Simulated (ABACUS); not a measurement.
# RbBr (Fm-3m) in ABACUS: notebook, part 2 of 2

ABACUS 3.10.1. Earlier steps stand in the parts before.

### Step 4. Single point, r2SCAN

The input, INPUT:

```
INPUT_PARAMETERS
suffix              RbBr
calculation         scf
basis_type          pw
pseudo_dir          ./
latname             fcc
symmetry            1
dft_functional      MGGA_X_R2SCAN+MGGA_C_R2SCAN
ecutwfc             69
pseudo_rcut         10
nspin               1
nbands              18
ks_solver           dav
smearing_method     fd
smearing_sigma      0.00367493
scf_thr             1e-08
scf_nmax            100
mixing_type         broyden
mixing_beta         0.7
cal_force           1
cal_stress          1
mixing_tau          1
out_chg             1
kpar                4
```

The input, STRU:

```
ATOMIC_SPECIES
Rb 85.4678 Rb_ONCV_PBE-1.2.upf
Br 79.9040 Br_ONCV_PBE-1.2.upf

LATTICE_CONSTANT
12.9521828582

ATOMIC_POSITIONS
Direct

Rb
0.0
1
0.0000000000 0.0000000000 0.0000000000 1 1 1

Br
0.0
1
0.5000000000 0.5000000000 0.5000000000 1 1 1
```

The input, KPT:

```
K_POINTS
0
Gamma
4 4 4 0 0 0
```

Potentials or basis: SG15 ONCV 1.2 PBE, plane waves.

On the command line:

```
$ OMP_NUM_THREADS=1 mpirun -np 4 abacus > log
```

running log:

```text
ABACUS v3.10.1

               Atomic-orbital Based Ab-initio Computation at UStc

 ------------------------------------------------------------------------------------

 READING GENERAL INFORMATION
                           global_out_dir = OUT.RbBr/
                           global_in_card = INPUT
                               pseudo_dir = ./
                              orbital_dir =
                                    DSIZE = 4
                                    GSIZE = 1

 READING UNITCELL INFORMATION
                                    ntype = 2
                  lattice constant (Bohr) = 12.9522
              lattice constant (Angstrom) = 6.854

 READING ATOM TYPE 1
                               atom label = Rb
                      L=0, number of zeta = 1
                      L=1, number of zeta = 1
                      L=2, number of zeta = 1
             number of atom for this type = 1

 READING ATOM TYPE 2
                               atom label = Br
                      L=0, number of zeta = 1
                      L=1, number of zeta = 1
                      L=2, number of zeta = 1
             number of atom for this type = 1

                        TOTAL ATOM NUMBER = 2
DIRECT COORDINATES
    atom                   x                   y                   z     mag                  vx                  vy                  vz
taud_Rb1            0.0000000000        0.0000000000        0.0000000000  0.0000        0.0000000000        0.0000000000        0.0000000000
taud_Br1            0.5000000000        0.5000000000        0.5000000000  0.0000        0.0000000000        0.0000000000        0.0000000000

                          Volume (Bohr^3) = 543.211
                             Volume (A^3) = 80.4955

 Lattice vectors: (Cartesian coordinate: in unit of a_0)
                 -0.5                  +0                +0.5
                   +0                +0.5                +0.5
                 -0.5                +0.5                  +0
 Reciprocal vectors: (Cartesian coordinate: in unit of 2 pi/a_0)
                   -1                  -1                  +1
                   +1                  +1                  +1
                   -1                  +1                  -1
 The esolver type has been set to : ksdft_pw

                PAO radial cut off (Bohr) = 10

 Read in pseudopotential file is Rb_ONCV_PBE-1.2.upf
                     pseudopotential type = NC
          exchange-correlation functional = PBE
                 nonlocal core correction = 0
                        valence electrons = 9
                                     lmax = 2
                           number of zeta = 0
                     number of projectors = 6
                           L of projector = 0
                           L of projector = 0
                           L of projector = 1
                           L of projector = 1
                           L of projector = 2
                           L of projector = 2
 XC functional updated to : MGGA_X_R2SCAN+MGGA_C_R2SCAN
          exchange-correlation functional = MGGA_X_R2SCAN+MGGA_C_R2SCAN
                PAO radial cut off (Bohr) = 10

 Read in pseudopotential file is Br_ONCV_PBE-1.2.upf
                     pseudopotential type = NC
          exchange-correlation functional = PBE
                 nonlocal core correction = 0
                        valence electrons = 7
                                     lmax = 2
                           number of zeta = 0
                     number of projectors = 6
                           L of projector = 0
                           L of projector = 0
                           L of projector = 1
                           L of projector = 1
                           L of projector = 2
                           L of projector = 2
 XC functional updated to : MGGA_X_R2SCAN+MGGA_C_R2SCAN
          exchange-correlation functional = MGGA_X_R2SCAN+MGGA_C_R2SCAN
     initial pseudo atomic orbital number = 0

 SETUP THE ELECTRONS NUMBER
            electron number of element Rb = 9
      total electron number of element Rb = 9
[... 91 lines left out ...]
       3  0.50000000  0.50000000  0.50000000  0.0625       2
       4  0.25000000  0.25000000  0.00000000  0.0938       5
       5  0.50000000  0.50000000  0.25000000  0.3750       6
       6  0.50000000  0.25000000  0.25000000  0.1875       7
       7  0.50000000  0.50000000  0.00000000  0.0469      10
       8  0.50000000  0.25000000 -0.25000000  0.0938      27

                               nkstot now = 8
[... K-POINTS DIRECT COORDINATES: 8 rows ...]

           k-point number in this process = 2
       minimum distributed K point number = 2
[... stars of the k points ...]

[... K-POINTS CARTESIAN COORDINATES: 2 rows ...]

[... K-POINTS DIRECT COORDINATES: 2 rows ...]

 SETUP PLANE WAVES FOR WAVE FUNCTIONS
     energy cutoff for wavefunc (unit:Ry) = 69
              fft grid for wave functions = [ 50, 50, 50 ]
                    number of plane waves = 5769
                         number of sticks = 421

 PARALLEL PW FOR WAVE FUNCTIONS
     PROC   COLUMNS(POT)             PW
        1            421           5769
 --------------- sum -------------------
        1            421           5769

 SETUP NONLOCAL PSEUDOPOTENTIALS IN PLANE WAVE BASIS
 Rb non-local projectors:
 projector 1 L=0
 projector 2 L=0
 projector 3 L=1
 projector 4 L=1
 projector 5 L=2
 projector 6 L=2
 Br non-local projectors:
 projector 1 L=0
 projector 2 L=0
 projector 3 L=1
 projector 4 L=1
 projector 5 L=2
 projector 6 L=2
      TOTAL NUMBER OF NONLOCAL PROJECTORS = 36

 Init Non-Local PseudoPotential table :
 Init Non-Local-Pseudopotential done.

                                     npwx = 5264

 -------------------------------------------
 SELF-CONSISTENT
 -------------------------------------------
                                 init_chg = atomic

 PW ALGORITHM --------------- ION=   1  ELEC=   1--------------------------------

 Notice: Threshold on eigenvalues was too large.
 hsover_error=0.16 > DRHO=0.155579
 Origin diag ethr = 0.01
 New diag ethr = 0.000972368

 Density error is 0.155513211319
                          Error Threshold = 0.000972367894855
----------------------------------------------------------
     Energy           Rydberg                 eV
----------------------------------------------------------
 E_KohnSham     -76.2100859473       -1036.8914139535
 E_Harris       -76.7432912276       -1044.1460439688
 E_Fermi        0.2096820634         2.8528708300
----------------------------------------------------------
[... 63 lines left out ...]
 Density error is 1.50529213516e-09
                          Error Threshold = 2.1510749753e-10
----------------------------------------------------------
     Energy           Rydberg                 eV
----------------------------------------------------------
 E_KohnSham     -76.2430416475       -1037.3397992579
 E_KS(sigma->0) -76.2430416475       -1037.3397992579
 E_Harris       -76.2431167040       -1037.3408204531
 E_band         -8.6585117206        -117.8050955994
 E_one_elec     -22.2030631871       -302.0881723988
 E_Hartree      15.4541088592        210.2639379975
 E_xc           -12.8751821389       -175.1758398767
 E_Ewald        -56.6189051808       -770.3397249800
 E_entropy(-TS) -0.0000000000        -0.0000000000
 E_descf        0.0000000000         0.0000000000
 E_exx          0.0000000000         0.0000000000
 E_Fermi        0.3232295575         4.3977637447
----------------------------------------------------------

 charge density convergence is achieved
 final etot is -1037.3397993 eV
 EFERMI = 4.3977637447 eV

 STATE ENERGY(eV) AND OCCUPATIONS    NSPIN == 1
 1/2 kpoint (Cartesian) = 0.0000 0.0000 0.0000 (5209 pws)
       1       -24.5789      0.0312500
       2       -11.9332      0.0312500
       3       -7.85925      0.0312500
       4       -7.85925      0.0312500
       5       -7.85925      0.0312500
       6       0.820708      0.0312500
[... 10 lines left out ...]
      17        17.5144        0.00000
      18        17.5144        0.00000

 2/2 kpoint (Cartesian) = -0.25000 0.25000 0.25000 (5264 pws)
       1       -24.5743       0.250000
       2       -11.9520       0.250000
       3       -7.86248       0.250000
       4       -7.86248       0.250000
       5       -7.83575       0.250000
       6       0.264949       0.250000
[... 10 lines left out ...]
      17        15.0931        0.00000
      18        15.0931        0.00000

------------------------------------------------------------------------------------------
 TOTAL-FORCE (eV/Angstrom)
------------------------------------------------------------------------------------------
                       Rb1         0.0000000000         0.0000000000         0.0000000000
                       Br1         0.0000000000         0.0000000000         0.0000000000
------------------------------------------------------------------------------------------

----------------------------------------------------------------
 TOTAL-STRESS (KBAR)
----------------------------------------------------------------
         4.6814612506         0.0000000000        -0.0000000000
         0.0000000000         4.6814612506         0.0000000000
         0.0000000000         0.0000000000         4.6814612506
----------------------------------------------------------------
 TOTAL-PRESSURE: 4.681461 KBAR

 --------------------------------------------
 !FINAL_ETOT_IS -1037.3397992579482434 eV
 --------------------------------------------
```

It took 11 s on 4 MPI ranks of Intel Xeon 6975P-C (Granite Rapids), shared host; peak memory 0.48 GiB.

Results:

* Free energy: -1037.3398 eV
* Pressure: 0.5 GPa
* Band gap on the k mesh: 4.84 eV, direct

Caveat: the potentials were made for another functional, which shifts forces and pressure.

### Step 5. Overview

```csv
task,level,potentials or basis,cell,k mesh,cutoff (eV),max steps of the relaxation,force threshold,optimiser,stress threshold,gap on the mesh (eV),pressure (GPa)
single point,LDA,"GBRV ultrasoft 1.5 LDA, plane waves",as given,6 × 6 × 6,544,-,-,-,-,3.95,-1.3
relaxation of cell and atoms,LDA,"GBRV ultrasoft 1.5 LDA, plane waves",relaxed,6 × 6 × 6,544,60,0.005 eV/Å,cg,1 kbar,4.17,0.0
single point,r2SCAN,"SG15 ONCV 1.2 PBE, plane waves",as given,4 × 4 × 4,939,-,-,-,-,4.84,0.5
```

Alike in all rows: no spin polarisation; smearing fermi-dirac 0.05 eV.

Caveats: the potentials were made for another functional, which shifts forces and pressure (some runs).

Total energies depend on the potentials used, so only differences within one code and one set of settings carry meaning.
